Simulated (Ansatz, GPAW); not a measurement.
Given: the input of a run of Ansatz 0.2.0 on MnO2. Measurements of this composition are mostly on another form, of space group No. 136.

File input.yaml:

```yaml
crystal:
  lattice:
    - [2.8565781804, 0.0, 0.0]
    - [-1.4282890902, 2.4738692722, 0.0]
    - [0.0, 0.0, 4.6013740589]
  atoms:
    - { symbol: Mn, position: [0.0, 0.0, 0.5], spin: 4.0 }
    - { symbol: O, position: [0.3333333333, 0.6666666667, 0.70629257] }
    - { symbol: O, position: [0.6666666667, 0.3333333333, 0.29370743] }
kpoints:
  mp_grid: { grid: [11, 11, 6] }
scf:
  occupations: { method: fermi_dirac, width: 0.05 }
hamiltonian:
  xc: pbesol
  pseudopotentials: { kind: all_electron, lapw: { basis_error: 0.001 } }
magnetization:
  spin_polarized: true
output:
  forces: true
  stress: true
  eigenvalues: true
  populations: true
```

Potentials or basis: all-electron LAPW, scalar-relativistic.

Run with:

```sh
$ ansatz run input.yaml --threads 4 --pin off --max-ram 12288MiB --backend cpu --events-out ev --progress --plain --runs-dir out
```

Question: Set up the same calculation for GPAW 26.7.0 (ASE script). Potentials or basis there: PAW data sets generated for this functional, cutoff 800 eV.

Answer: As run (cutoffs and basis follow the program's own potentials, and thresholds, step limits or extra output files can differ):

Contents of run.py:

```python
from ase import Atoms
from ase.dft.bandgap import bandgap
from ase.io import write
from ase.units import Bohr, GPa
from gpaw import GPAW, PW, setup_paths
from gpaw.elf import elf_from_dft_calculation

setup_paths.insert(0, '.')

atoms = Atoms(['Mn', 'O', 'O'],
              cell=[[2.8565781804, 0.0, 0.0],
                    [-1.4282890902, 2.4738692722, 0.0],
                    [0.0, 0.0, 4.6013740589]],
              scaled_positions=[[0.0, 0.0, 0.5],
                                [0.3333333333, 0.6666666667, 0.70629257],
                                [0.6666666667, 0.3333333333, 0.29370743]],
              pbc=True)
atoms.set_initial_magnetic_moments([4.0, 0.0, 0.0])

calc = GPAW(mode=PW(800),
            xc='PBEsol',
            kpts={'size': (11, 11, 6), 'gamma': True},
            occupations={'name': 'fermi-dirac', 'width': 0.05},
            nbands=26,
            convergence={'density': 1e-05, 'energy': 1e-05},
            maxiter=150,
            txt='gpaw.txt')
atoms.calc = calc
energy = atoms.get_potential_energy()
forces = atoms.get_forces()
stress = atoms.get_stress()
calc.write('gs.gpw')
write('result.traj', atoms)
print(f'Energy: {energy:.6f} eV')
print('Forces (eV/A):')
print(forces.round(4))
print('Stress (GPa):', (stress / GPa).round(3))
print('Moments:', calc.get_magnetic_moments().round(3))
print('Fermi level:', round(calc.get_fermi_level(), 4), 'eV')
print(f'Gap: {bandgap(calc)[0]:.4f} eV, direct: {bandgap(calc, direct=True)[0]:.4f} eV')

# fields on the real-space grid
write('density.cube', atoms, data=calc.get_pseudo_density() * Bohr**3)
write('potential.cube', atoms, data=calc.get_electrostatic_potential())
write('spin.cube', atoms, data=(calc.get_pseudo_density(spin=0) - calc.get_pseudo_density(spin=1)) * Bohr**3)
write('elf.cube', atoms, data=elf_from_dft_calculation(calc).data)
```

Potentials or basis: PAW data sets generated in the run's folder for this functional, pw.

Run with:

```console
$ gpaw-setup -f PBEsol Mn O
$ OMP_NUM_THREADS=1 python run.py
```

Both were run:

|  | Ansatz | GPAW |
| --- | --- | --- |
| Pressure | -2.1 GPa | 0.9 GPa |
| Net moment | 3.00 μB per cell | 3.00 μB per cell |

Where Ansatz's input types no cutoff or centring, it takes its own default and a Γ-centred mesh.

The magnetic state is the one that the start led to; the real crystal's order can differ.

Pressure is positive in compression.
